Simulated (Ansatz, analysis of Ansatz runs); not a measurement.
## Substitutional P in diamond: charge-transition level against experiment

Aim: the charge-transition level of substitutional P in diamond, to be set beside the measurement. Set-up: PBE, 64-site cell, PBE lattice, 520 eV, k: the single point 1/4 1/4 1/4 then 2x2x2 shifted 0.5 0.5 0.5. The model is a cell of 64 host atoms with 1 C taken out and 1 P put in. The level is the Fermi energy at which two charge states have equal formation energy, after a correction for the images of the charge. This set-up takes another basis size than the usual one.

Measured beforehand: (+1/0) level below the conduction-band bottom: 0.6 eV, by known donor activation energy used as empirical marker; method not stated in the paper (quoted in “Hunting the elusive shallow n-type donor – An ab initio study of Li and N co-doped diamond”, 2021, S. Conejeros et al., quoting earlier work (2000)). (+1/0) level below the conduction-band bottom: 0.62 eV, by donor ionization energy (cited; method not stated) (quoted in “Phosphorescence and donor-acceptor pair recombination in laboratory-grown diamonds”, 2023, Jiahui Zhao et al., quoting earlier work (2013)). The runs below try to reproduce this.

Main program and level: Ansatz 0.2.0; plane-wave PAW DFT, PBE; relaxation of all atoms of a defect supercell.

Most raw output is cut from this account.

## (1) The structure

The cell holds 64 atoms: 63 C and 1 P. Its edges and angles: a = 7.143 Å, b = 7.143 Å, c = 7.143 Å, α = 90.0°, β = 90.0°, γ = 90.0°. It derives from C (space group Fd-3m). Nearest the centre at fractional (0.375, 0.375, 0.375): P8 at 0.00 Å, C49 at 1.55 Å, C42 at 1.55 Å, C27 at 1.55 Å, C4 at 1.55 Å, C53 at 2.53 Å, C46 at 2.53 Å, C23 at 2.53 Å. The cell carries charge +1.

The host's primitive cell comes from a first run (plane-wave PAW DFT, PBE; relaxation of the host's cell and atoms): vectors of 2.526, 2.526 and 2.526 Å. That is 5.70 Å³ an atom, 0.4 % over the diffraction cell's volume. The supercell is built on it.

## (2) Relaxation, charge +1

Every later number rests on the structure around the defect, so the atoms are relaxed at the host's lattice first.

The input, relax0/input.yaml:

```yaml
relax:
  f_tol: 0.02
  max_steps: 80
  random_displacement: { amplitude: 0.05, seed: 945 }
crystal:
  lattice:
    - [7.14330841, 0.0, 0.0]
    - [0.0, 7.14330841, 0.0]
    - [0.0, 0.0, 7.14330841]
  atoms:
    - { symbol: C, position: [0.0, 0.0, 0.25] }
    - { symbol: C, position: [0.0, 0.25, 0.0] }
    - { symbol: C, position: [0.25, 0.0, 0.0] }
    - { symbol: C, position: [0.25, 0.25, 0.25] }
    - { symbol: C, position: [0.125, 0.125, 0.375] }
    - { symbol: C, position: [0.125, 0.375, 0.125] }
    - { symbol: C, position: [0.375, 0.125, 0.125] }
    - { symbol: P, position: [0.375, 0.375, 0.375] }
    - { symbol: C, position: [0.0, 0.0, 0.75] }
    - { symbol: C, position: [0.0, 0.25, 0.5] }
    - { symbol: C, position: [0.25, 0.0, 0.5] }
    - { symbol: C, position: [0.25, 0.25, 0.75] }
    - { symbol: C, position: [0.125, 0.125, 0.875] }
    - { symbol: C, position: [0.125, 0.375, 0.625] }
    - { symbol: C, position: [0.375, 0.125, 0.625] }
    - { symbol: C, position: [0.375, 0.375, 0.875] }
    - { symbol: C, position: [0.0, 0.5, 0.25] }
    - { symbol: C, position: [0.0, 0.75, 0.0] }
    - { symbol: C, position: [0.25, 0.5, 0.0] }
    - { symbol: C, position: [0.25, 0.75, 0.25] }
    - { symbol: C, position: [0.125, 0.625, 0.375] }
    - { symbol: C, position: [0.125, 0.875, 0.125] }
    - { symbol: C, position: [0.375, 0.625, 0.125] }
    - { symbol: C, position: [0.375, 0.875, 0.375] }
    - { symbol: C, position: [0.0, 0.5, 0.75] }
    - { symbol: C, position: [0.0, 0.75, 0.5] }
    - { symbol: C, position: [0.25, 0.5, 0.5] }
    - { symbol: C, position: [0.25, 0.75, 0.75] }
    - { symbol: C, position: [0.125, 0.625, 0.875] }
    - { symbol: C, position: [0.125, 0.875, 0.625] }
    - { symbol: C, position: [0.375, 0.625, 0.625] }
    - { symbol: C, position: [0.375, 0.875, 0.875] }
    - { symbol: C, position: [0.5, 0.0, 0.25] }
    - { symbol: C, position: [0.5, 0.25, 0.0] }
    - { symbol: C, position: [0.75, 0.0, 0.0] }
    - { symbol: C, position: [0.75, 0.25, 0.25] }
    - { symbol: C, position: [0.625, 0.125, 0.375] }
    - { symbol: C, position: [0.625, 0.375, 0.125] }
    - { symbol: C, position: [0.875, 0.125, 0.125] }
    - { symbol: C, position: [0.875, 0.375, 0.375] }
    - { symbol: C, position: [0.5, 0.0, 0.75] }
    - { symbol: C, position: [0.5, 0.25, 0.5] }
    - { symbol: C, position: [0.75, 0.0, 0.5] }
    - { symbol: C, position: [0.75, 0.25, 0.75] }
    - { symbol: C, position: [0.625, 0.125, 0.875] }
    - { symbol: C, position: [0.625, 0.375, 0.625] }
    - { symbol: C, position: [0.875, 0.125, 0.625] }
    - { symbol: C, position: [0.875, 0.375, 0.875] }
    - { symbol: C, position: [0.5, 0.5, 0.25] }
    - { symbol: C, position: [0.5, 0.75, 0.0] }
    - { symbol: C, position: [0.75, 0.5, 0.0] }
    - { symbol: C, position: [0.75, 0.75, 0.25] }
    - { symbol: C, position: [0.625, 0.625, 0.375] }
    - { symbol: C, position: [0.625, 0.875, 0.125] }
    - { symbol: C, position: [0.875, 0.625, 0.125] }
    - { symbol: C, position: [0.875, 0.875, 0.375] }
    - { symbol: C, position: [0.5, 0.5, 0.75] }
    - { symbol: C, position: [0.5, 0.75, 0.5] }
    - { symbol: C, position: [0.75, 0.5, 0.5] }
    - { symbol: C, position: [0.75, 0.75, 0.75] }
    - { symbol: C, position: [0.625, 0.625, 0.875] }
    - { symbol: C, position: [0.625, 0.875, 0.625] }
    - { symbol: C, position: [0.875, 0.625, 0.625] }
    - { symbol: C, position: [0.875, 0.875, 0.875] }
  host:
    repeats: [2, 2, 2]
    atoms:
      - { symbol: C, position: [0.0, 0.0, 0.5] }
      - { symbol: C, position: [0.0, 0.5, 0.0] }
      # ... 6 more atoms of the perfect host
total_charge: 1
basis:
  ecutwfc: 520
  xc_grid: 2
hamiltonian:
  xc: pbe
kpoints:
  mp_grid: { grid: [1, 1, 1], shift: [0.25, 0.25, 0.25] }
scf:
  occupations: { method: fermi_dirac, width: 0.01 }
  max_iter: 120
output:
  forces: true
  charged_corrections:
    epsilon: 5.85
    static_epsilon: 5.85
    defect_position: [0.375, 0.375, 0.375]
checkpoint:
  write: "../relax0.run"
  compress: false
  write_wavefunctions: true
  write_every: 100000
```

The run is started by

```console
> ansatz run input.yaml --threads 2 --pin off --max-ram 3768MiB --backend cpu --events-out ev --progress --plain --runs-dir out
```

It took 12 s on 2 threads of AMD EPYC 9R45, shared host; peak memory 0.89 GiB; 23 s of CPU time.

Step by step:

| step | energy less that of the first step (eV) | largest force component (eV/Å) |
| --- | --- | --- |
| 1 | 0.0000 | 8.3025 |
| 2 | -4.9236 | 3.6865 |
| 3 | -6.2091 | 0.5767 |
| 4 | -6.2379 | 0.1017 |
| 5 | -6.2391 | 0.0267 |
| 6 | -6.2392 | 0.0135 |

The atoms that moved most (Å, from the sites as typed, ahead of the random displacement, the mean shift of all atoms taken out):

| atom | dx | dy | dz | length |
| --- | --- | --- | --- | --- |
| C4 | -0.091 | -0.091 | -0.091 | 0.158 |
| C49 | 0.087 | 0.087 | -0.087 | 0.151 |
| C27 | -0.087 | 0.087 | 0.087 | 0.151 |
| C42 | 0.087 | -0.087 | 0.087 | 0.151 |
| C31 | 0.000 | 0.029 | 0.029 | 0.042 |
| C53 | 0.029 | 0.029 | 0.000 | 0.042 |
| C46 | 0.029 | 0.000 | 0.029 | 0.042 |
| C23 | 0.004 | 0.029 | -0.027 | 0.040 |

Neighbours of P8 at the end:

| atom | distance (Å) |
| --- | --- |
| C27 | 1.698 |
| C49 | 1.698 |
| C42 | 1.698 |
| C4 | 1.702 |
| C6 | 2.564 |
| C7 | 2.564 |
| C5 | 2.564 |
| C21 | 2.566 |
| C23 | 2.566 |
| C14 | 2.566 |
| C38 | 2.566 |
| C37 | 2.566 |
| C15 | 2.566 |
| C53 | 2.569 |
| C31 | 2.569 |
| C46 | 2.569 |

Read from the output:

- free energy: -16567.6801 eV

The other runs of this kind differ in structure, charge or spin alone:

| run | outcome | energy less the first (eV) | moment (μB) | time |
| --- | --- | --- | --- | --- |
| relaxation, charge +1 | converged | 0.0000 | 0.00 | 12 s |
| relaxation, charge 0 | converged | 17.8659 | 1.00 | 44 s |

The relaxation ends 97 meV an atom lower than the displaced start, with a largest force component of 0.013 eV/Å.

## (3) Single point, charge +1

The relaxed structure is kept, and the final numbers are taken at the final level and k-points.

This step: plane-wave PAW DFT, PBE; single point of a defect supercell.

The input, point0/input.yaml:

```yaml
crystal:
  lattice:
    - [7.14330841, 0.0, 0.0]
    - [0.0, 7.14330841, 0.0]
    - [0.0, 0.0, 7.14330841]
  atoms:
    - { symbol: C, position: [-0.001629945, -0.002287383, 0.250572404] }
    - { symbol: C, position: [-0.001626104, 0.249381495, -0.001095333] }
[... 1 atom line left out ...]
    - { symbol: C, position: [0.23768109, 0.237020279, 0.238218319] }
    - { symbol: C, position: [0.121432662, 0.12077277, 0.375527185] }
    - { symbol: C, position: [0.121431571, 0.374335906, 0.121966052] }
    - { symbol: C, position: [0.374996126, 0.120777435, 0.121969116] }
    - { symbol: P, position: [0.375252913, 0.374613773, 0.375785934] }
[... 12 atom lines left out ...]
    - { symbol: C, position: [0.121566935, 0.628858066, 0.376461606] }
[... 1 atom line left out ...]
    - { symbol: C, position: [0.375931329, 0.628861004, 0.122100549] }
[... 3 atom lines left out ...]
    - { symbol: C, position: [0.238234523, 0.511990238, 0.513187191] }
[... 10 atom lines left out ...]
    - { symbol: C, position: [0.629519029, 0.375271211, 0.122101806] }
[... 3 atom lines left out ...]
    - { symbol: C, position: [0.512645493, 0.237577336, 0.513177782] }
[... 6 atom lines left out ...]
    - { symbol: C, position: [0.512655227, 0.511989552, 0.238764407] }
[... 3 atom lines left out ...]
    - { symbol: C, position: [0.629536068, 0.628876908, 0.375986031] }
[... 10 atom lines left out ...]
    - { symbol: C, position: [0.875546044, 0.874887808, 0.876078202] }
  host:
    repeats: [2, 2, 2]
    atoms:
      - { symbol: C, position: [0.0, 0.0, 0.5] }
      - { symbol: C, position: [0.0, 0.5, 0.0] }
      # ... 6 more atoms of the perfect host
total_charge: 1
basis:
  ecutwfc: 520
  xc_grid: 2
hamiltonian:
  xc: pbe
kpoints:
  mp_grid: { grid: [2, 2, 2], shift: [0.5, 0.5, 0.5] }
scf:
  occupations: { method: fermi_dirac, width: 0.01 }
  max_iter: 120
output:
  forces: true
  charged_corrections:
    epsilon: 5.85
    static_epsilon: 5.85
    defect_position: [0.375, 0.375, 0.375]
  eigenvalues: true
checkpoint:
  read: "../relax0.run"
  write: "../point0.run"
  compress: false
  write_wavefunctions: true
  write_every: 100000
```

The job ended after 8 s (2 threads; peak memory 1.3 GiB; 16 s of CPU time).

Read from the output:

```
free energy : -16567.6714 eV
```

The other runs of this kind differ in structure, charge or spin alone:

| run | outcome | energy less the first (eV) | moment (μB) | time |
| --- | --- | --- | --- | --- |
| single point, charge +1 | converged | 0.0000 | 0.00 | 8 s |
| single point, charge 0 | converged | 17.9189 | 1.00 | 18 s |

## (4) Charge-transition levels

A charged cell feels its images and has its own zero of potential; this step corrects both and places the level between the host's band edges.

This step: place-levels on PBE runs: charge-transition levels with image-charge correction and potential alignment at the atomic sites.

The input, levels.yaml:

```yaml
host:
  run: host.point.run
states: [point0.run, point1.run]
geometry_from:
  point0.run: relax0.run
  point1.run: relax1.run
  host.point.run: host.relax.run
```

The run is started by

```console
> ansatz place-levels levels.yaml -- --threads 2 --pin off --max-ram 3768MiB
```

Wall time 0.11 s (2 threads).

This step gave:

- gap: 4.081 eV

## (5) Outcome

- static dielectric constant used: 5.8
- band gap of the host: 4.08 eV
- (plus 1/0) level below the conduction-band bottom: 0.18 eV
- time of the whole chain: 90 s on 2 threads

In words: (+1/0) level below the conduction-band bottom: computed 0.18 eV, measured 0.6 eV and 0.62 eV; 0.42 eV shallower than the nearest measurement. The level is counted in a gap of 4.08 eV, and the correction is screened by a dielectric constant of 5.8 from a linear-response run on the host (PBE). The bound state has a long tail, so in cells of 64 to 216 sites the impurity band still disperses by tenths of an eV and the level moves with cell and k-points. Levels hang on the band edges, which semilocal functionals place too close together. Limits: the periodic copies of the defect are only 7.1 Å apart.

[Logs are printed without paths, hosts, clocks, repeated set-up lines and the standing remarks that a program may print on its own settings, such as how far it seeks lower states.]

[Hosts, paths, dates, database ids (printed as entryN), source tags and the programs' standing remarks are cut or masked in the printed files.]

[For some hosts the program warned that the k-mesh of the response run may be too coarse for force constants and the static dielectric constant; such warnings are not shown here.]
